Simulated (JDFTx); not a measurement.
# Rh (Fm-3m) in JDFTx: reference runs

Reference runs on Rh: the cell as given and a disturbed copy, then over a range of volumes.

Program: JDFTx 1.7.0 (patched build). These are calculated values, not measurements. Logs are shortened: lines on timing, memory, paths and dates and some standing lists are left out, and cuts for length are marked. The log counts tension as positive stress, the text compression.

**The experiment to reproduce.**

“Thermal equation of state of rhodium characterized by XRD in a resistively heated diamond anvil cell”, 2024, pmc:11535440 quotes, for a bulk crystal of Rh: bulk modulus 264 ± 1 GPa.

The runs below are set against these values where they give the same quantity.

### 1 The structure

It takes space group Fm-3m (No. 225, cubic). The conventional cell has a = 3.796 Å, b = 3.796 Å, c = 3.796 Å, α = 90.00°, β = 90.00°, γ = 90.00°. Rh (site symmetry m-3m) has 12 Rh at 2.68 Å as nearest neighbours.

### 2 Single point, PBE

Rh.in reads:

```
lattice \
    0.0000000000     3.5864167256     3.5864167256 \
    3.5864167256     0.0000000000     3.5864167256 \
    3.5864167256     3.5864167256     0.0000000000
coords-type Lattice
ion Rh     0.0000000000     0.0000000000     0.0000000000 1

ion-species pseudo/Rh.upf
elec-cutoff 44
elec-ex-corr gga-PBE
kpoint-folding 12 12 12
elec-smearing Fermi 0.0018374661
elec-n-bands 14
electronic-SCF nIterations 100 energyDiffThreshold 1e-08
electronic-minimize nIterations 30 energyDiffThreshold 1e-7
converge-empty-states yes
forces-output-coords Cartesian

dump-name run.$VAR
dump End Ecomponents EigStats BandEigs Kpoints Forces Stress
```

Potentials or basis: PseudoDojo-SR-PBE-0.5-standard.

Launch:

```sh
jdftx -c 1 -i Rh.in -o Rh.out
```

Log:

```text
*************** JDFTx 1.7.0 (patched build) ***************

[... 9 lines left out ...]
---------- Initializing the Grid ----------
R =
[            0      3.58642      3.58642  ]
[      3.58642            0      3.58642  ]
[      3.58642      3.58642            0  ]
unit cell volume = 92.2597
G =
[   -0.87597    0.87597    0.87597  ]
[    0.87597   -0.87597    0.87597  ]
[    0.87597    0.87597   -0.87597  ]
Minimum fftbox size, Smin = [  32  32  32  ]
Chosen fftbox size, S = [  32  32  32  ]

---------- Exchange Correlation functional ----------
Initalized PBE GGA exchange.
Initalized PBE GGA correlation.

---------- Setting up pseudopotentials ----------
Width of ionic core gaussian charges (only for fluid interactions / plotting) set to 0

Reading pseudopotential file 'pseudo/Rh.upf':
  'Rh' pseudopotential, 'PBE' functional
  Generated using ONCVPSP code by D. R. Hamann
  17 valence electrons, 4 orbitals, 6 projectors, 1001 radial grid points, with lMax = 2
    4S    l: 0   occupation:  2.0   eigenvalue: -3.031635
    4P    l: 1   occupation:  6.0   eigenvalue: -1.852936
    4D    l: 2   occupation:  8.0   eigenvalue: -0.218303
    5S    l: 0   occupation:  1.0   eigenvalue: -0.158036
  Core radius for overlap checks: 1.34 bohrs.

Initialized 1 species with 1 total atoms.

Folded 1 k-points by 12x12x12 to 1728 k-points.

---------- Setting up k-points, bands, fillings ----------
Reduced to 72 k-points under symmetry.
Computing the number of bands and number of electrons
Calculating initial fillings.
nElectrons:  17.000000   nBands: 14   nStates: 72

----- Setting up reduced wavefunction bases (one per k-point) -----
average nbasis = 1285.711 , ideal nbasis = 1286.131

---------- Setting up ewald sum ----------
Optimum gaussian width for ewald sums = 1.828365 bohr.
Real space sum over 2197 unit cells with max indices [  6  6  6  ]
Reciprocal space sum over 2197 terms with max indices [  6  6  6  ]

---------- Allocating electronic variables ----------
Initializing wave functions:  linear combination of atomic orbitals
Note: number of bands (14) exceeds available atomic orbitals (10)
Rh pseudo-atom occupations:   s ( 2 0 )  p ( 6 )  d ( 9 )
	FillingsUpdate:  mu: +0.725334335  nElectrons: 17.000000
LCAOMinimize: Iter:   0  F: -110.7987473590455920  |grad|_K:  5.384e-03  alpha:  1.000e+00
	FillingsUpdate:  mu: +0.840159875  nElectrons: 17.000000
LCAOMinimize: Iter:   1  F: -110.9133186182001651  |grad|_K:  1.417e-04  alpha:  5.130e-01  linmin: -2.887e-01  cgtest:  8.942e-01
LCAOMinimize: Encountered beta<0, resetting CG.
[... 7 lines of inner loops ...]
	FillingsUpdate:  mu: +0.843017427  nElectrons: 17.000000
LCAOMinimize: Iter:   5  F: -110.9133918130170002  |grad|_K:  3.258e-09  alpha:  9.041e-01  linmin: -2.299e-01  cgtest:  4.419e-01
LCAOMinimize: Encountered beta<0, resetting CG.
LCAOMinimize: Converged (|Delta F|<1.000000e-06 for 2 iters).

-------- Electronic minimization -----------
Will mix electronic density at each iteration.
	FillingsUpdate:  mu: +0.843017427  nElectrons: 17.000000
	FillingsUpdate:  mu: +0.841162331  nElectrons: 17.000000
SCF: Cycle:  0   F: -110.928788362096057   dF: -1.540e-02   |Residual|: 1.977e-02   |deigs|: 1.024e+00
	FillingsUpdate:  mu: +0.839924488  nElectrons: 17.000000
SCF: Cycle:  1   F: -110.928910240425949   dF: -1.219e-04   |Residual|: 1.046e-02   |deigs|: 9.151e-03
	FillingsUpdate:  mu: +0.839464427  nElectrons: 17.000000
SCF: Cycle:  2   F: -110.928916175964417   dF: -5.936e-06   |Residual|: 1.139e-03   |deigs|: 1.050e-03
	FillingsUpdate:  mu: +0.839369892  nElectrons: 17.000000
SCF: Cycle:  3   F: -110.928916903477258   dF: -7.275e-07   |Residual|: 6.249e-04   |deigs|: 2.959e-04
	FillingsUpdate:  mu: +0.839354235  nElectrons: 17.000000
SCF: Cycle:  4   F: -110.928917001937009   dF: -9.846e-08   |Residual|: 1.392e-04   |deigs|: 1.526e-04
	FillingsUpdate:  mu: +0.839364109  nElectrons: 17.000000
SCF: Cycle:  5   F: -110.928917022682342   dF: -2.075e-08   |Residual|: 3.457e-05   |deigs|: 1.040e-04
	FillingsUpdate:  mu: +0.839370901  nElectrons: 17.000000
SCF: Cycle:  6   F: -110.928917026840963   dF: -4.159e-09   |Residual|: 2.630e-05   |deigs|: 8.838e-05
	FillingsUpdate:  mu: +0.839369617  nElectrons: 17.000000
SCF: Cycle:  7   F: -110.928917027986628   dF: -1.146e-09   |Residual|: 1.333e-05   |deigs|: 8.791e-05
SCF: Converged (|Delta E|<1.000000e-08 for 2 iters).

Setting wave functions to eigenvectors of Hamiltonian
Converging empty states (this may take a while): |deigs|: 4.171e-04

# Stress tensor in Cartesian coordinates [Eh/a0^3]:
[ -0.000260689            0            0  ]
[            0 -0.000260689            0  ]
[            0            0 -0.000260689  ]

# Ionic positions in lattice coordinates:
ion Rh   0.000000000000000   0.000000000000000   0.000000000000000 1

# Forces in Cartesian coordinates:
force Rh   0.000000000000000   0.000000000000000  -0.000000000000000 1

# Energy components:
   Eewald =      -92.3641367413328851
       EH =       18.8074956870401273
     Eloc =      -70.7479045148778454
      Enl =        7.1547037049196511
      Exc =      -18.9264055817310606
 Exc_core =        6.3598244659348060
       KE =       38.7878124079811073
-------------------------------------
     Etot =     -110.9286105720661055
       TS =        0.0003064559205194
-------------------------------------
        F =     -110.9289170279866283

IonicMinimize: Iter:   0  F: -110.928917027986628  |grad|_K:  0.000e+00
IonicMinimize: Converged (|grad|_K<1.000000e-04).

#--- Lowdin population analysis ---
# oxidation-state Rh +0.097

Dumping 'run.eigStats' ...
	eMin: -2.062257 at state 0 ( [ +0.000000 +0.000000 +0.000000 ] spin 0 )
	HOMO: +0.836364 at state 38 ( [ +0.000000 +0.333333 -0.333333 ] spin 0 )
	mu  : +0.839365
	LUMO: +0.840516 at state 20 ( [ +0.000000 +0.166667 +0.333333 ] spin 0 )
	eMax: +1.793468 at state 71 ( [ +0.250000 +0.500000 -0.250000 ] spin 0 )
	HOMO-LUMO gap: +0.004152
	Optical gap  : +0.006943 at state 20 ( [ +0.000000 +0.166667 +0.333333 ] spin 0 )
Done!
[note: the HOMO, LUMO and gaps printed at the end count levels as full or empty at half filling, so they show a gap where a level is partly filled]
```

It took 30 s on 1 thread of Arm Neoverse V1, shared host; peak memory 0.08 GiB.

What came out:

- Free energy: -3018.5296 eV
- Pressure: 7.7 GPa
- Band gap on the k mesh: none (metal or under the smearing width)

Levels at points of the mesh, in eV from the Fermi level:
```tsv
k point	band 6	band 7	band 8	band 9	band 10
(0.00, 0.00, 0.00)	-3.13	-3.13	-3.13	-1.02	-1.02
(0.00, 0.00, 0.50)	-3.21	-3.21	0.55	0.55	0.71
(0.00, 0.50, 0.50)	-6.02	0.52	0.97	0.97	3.26
```

### 3 Single point, PBE (cell strained at random at fixed volume)

Rh.in reads:

```
lattice \
   -0.0743304874     3.5941211390     3.6370651652 \
    3.5585338167     0.0620038039     3.4651435516 \
    3.7085175997     3.5721833085     0.0190597777
coords-type Lattice
ion Rh     0.0047670000     0.0035010000    -0.0058200000 1

ion-species pseudo/Rh.upf
elec-cutoff 44
elec-ex-corr gga-PBE
kpoint-folding 12 12 12
elec-smearing Fermi 0.0018374661
elec-n-bands 14
electronic-SCF nIterations 100 energyDiffThreshold 1e-08
electronic-minimize nIterations 30 energyDiffThreshold 1e-7
converge-empty-states yes
forces-output-coords Cartesian

dump-name run.$VAR
dump End Ecomponents EigStats BandEigs Kpoints Forces Stress ElecDensity Dtot KEdensity
```

Potentials or basis: PseudoDojo-SR-PBE-0.5-standard.

Launch:

```sh
jdftx -c 1 -i Rh.in -o Rh.out
```

Log:

```text
*************** JDFTx 1.7.0 (patched build) ***************

Input parsed successfully to the following command list (including defaults):
[... the input with its defaults ...]

---------- Setting up symmetries ----------

Non-trivial transmission matrix:
[   1   0   0  ]
[  -1   1   0  ]
[   0  -1   1  ]
with reduced lattice vectors:
[     -3.668452     -0.042944      3.637065  ]
[      3.496530     -3.403140      3.465144  ]
[      0.136334      3.553124      0.019060  ]

Found 2 point-group symmetries of the bravais lattice
Found 2 space-group symmetries with basis
Applied RMS atom displacement 0 bohrs to make symmetries exact.

---------- Initializing the Grid ----------
R =
[   -0.0743305      3.59412      3.63707  ]
[      3.55853    0.0620038      3.46514  ]
[      3.70852      3.57218    0.0190598  ]
unit cell volume = 92.2597
G =
[   -0.84291    0.88015   0.832809  ]
[   0.870545  -0.918681   0.898975  ]
[    0.85005   0.925821  -0.871341  ]
Minimum fftbox size, Smin = [  32  32  32  ]
Chosen fftbox size, S = [  32  32  32  ]

---------- Exchange Correlation functional ----------
Initalized PBE GGA exchange.
Initalized PBE GGA correlation.

---------- Setting up pseudopotentials ----------
[... 43 lines left out ...]
LCAOMinimize: Converged (|Delta F|<1.000000e-06 for 2 iters).

-------- Electronic minimization -----------
Will mix electronic density at each iteration.
	FillingsUpdate:  mu: +0.842202547  nElectrons: 17.000000
	FillingsUpdate:  mu: +0.840404685  nElectrons: 17.000000
SCF: Cycle:  0   F: -110.927210895867645   dF: -1.513e-02   |Residual|: 1.961e-02   |deigs|: 1.052e+00
	FillingsUpdate:  mu: +0.839305021  nElectrons: 17.000000
SCF: Cycle:  1   F: -110.927335849158752   dF: -1.250e-04   |Residual|: 1.029e-02   |deigs|: 8.637e-03
	FillingsUpdate:  mu: +0.838916274  nElectrons: 17.000000
SCF: Cycle:  2   F: -110.927342174738840   dF: -6.326e-06   |Residual|: 1.254e-03   |deigs|: 1.122e-03
	FillingsUpdate:  mu: +0.838800119  nElectrons: 17.000000
SCF: Cycle:  3   F: -110.927343020099343   dF: -8.454e-07   |Residual|: 6.008e-04   |deigs|: 3.893e-04
	FillingsUpdate:  mu: +0.838792663  nElectrons: 17.000000
SCF: Cycle:  4   F: -110.927343121918838   dF: -1.018e-07   |Residual|: 1.848e-04   |deigs|: 1.873e-04
	FillingsUpdate:  mu: +0.838801602  nElectrons: 17.000000
SCF: Cycle:  5   F: -110.927343141876008   dF: -1.996e-08   |Residual|: 2.025e-05   |deigs|: 1.261e-04
	FillingsUpdate:  mu: +0.838801810  nElectrons: 17.000000
SCF: Cycle:  6   F: -110.927343145715810   dF: -3.840e-09   |Residual|: 1.218e-05   |deigs|: 8.575e-05
	FillingsUpdate:  mu: +0.838801308  nElectrons: 17.000000
SCF: Cycle:  7   F: -110.927343146709262   dF: -9.935e-10   |Residual|: 3.871e-06   |deigs|: 8.245e-05
SCF: Converged (|Delta E|<1.000000e-08 for 2 iters).

Setting wave functions to eigenvectors of Hamiltonian
Converging empty states (this may take a while): |deigs|: 4.397e-04

# Stress tensor in Cartesian coordinates [Eh/a0^3]:
[ -0.000135789 -6.93215e-05 -0.000189413  ]
[ -6.93215e-05  -0.00054767  0.000344674  ]
[ -0.000189413  0.000344674 -0.000230244  ]

# Ionic positions in lattice coordinates:
ion Rh   0.004767000000000   0.003501000000000  -0.005820000000000 1

# Forces in Cartesian coordinates:
force Rh   0.000000000000000   0.000000000000000   0.000000000000000 1

# Energy components:
   Eewald =      -92.3324676633556010
       EH =       18.8449667346793817
     Eloc =      -70.8248084734379688
      Enl =        7.1531139530678391
      Exc =      -18.9287082549608492
 Exc_core =        6.3598240189958597
       KE =       38.8010770281112940
-------------------------------------
     Etot =     -110.9270026569000294
       TS =        0.0003404898092304
-------------------------------------
        F =     -110.9273431467092621

IonicMinimize: Iter:   0  F: -110.927343146709262  |grad|_K:  0.000e+00
IonicMinimize: Converged (|grad|_K<1.000000e-04).

#--- Lowdin population analysis ---
# oxidation-state Rh +0.096

Dumping 'run.eigStats' ...
	eMin: -2.061741 at state 0 ( [ +0.000000 +0.000000 +0.000000 ] spin 0 )
	HOMO: +0.838756 at state 165 ( [ +0.083333 -0.416667 -0.416667 ] spin 0 )
	mu  : +0.838801
	LUMO: +0.838837 at state 309 ( [ +0.166667 -0.416667 -0.416667 ] spin 0 )
	eMax: +1.799826 at state 443 ( [ +0.250000 +0.500000 -0.250000 ] spin 0 )
	HOMO-LUMO gap: +0.000081
	Optical gap  : +0.002683 at state 522 ( [ +0.333333 +0.083333 +0.333333 ] spin 0 )
Done!
```

It took 5.9 min on 1 thread of Arm Neoverse V1, shared host; peak memory 0.6 GiB.

What came out:

* Free energy: -3018.4868 eV
* Pressure: 9.0 GPa
* Band gap on the k mesh: none (metal or under the smearing width)

[end of part 1 of 2]
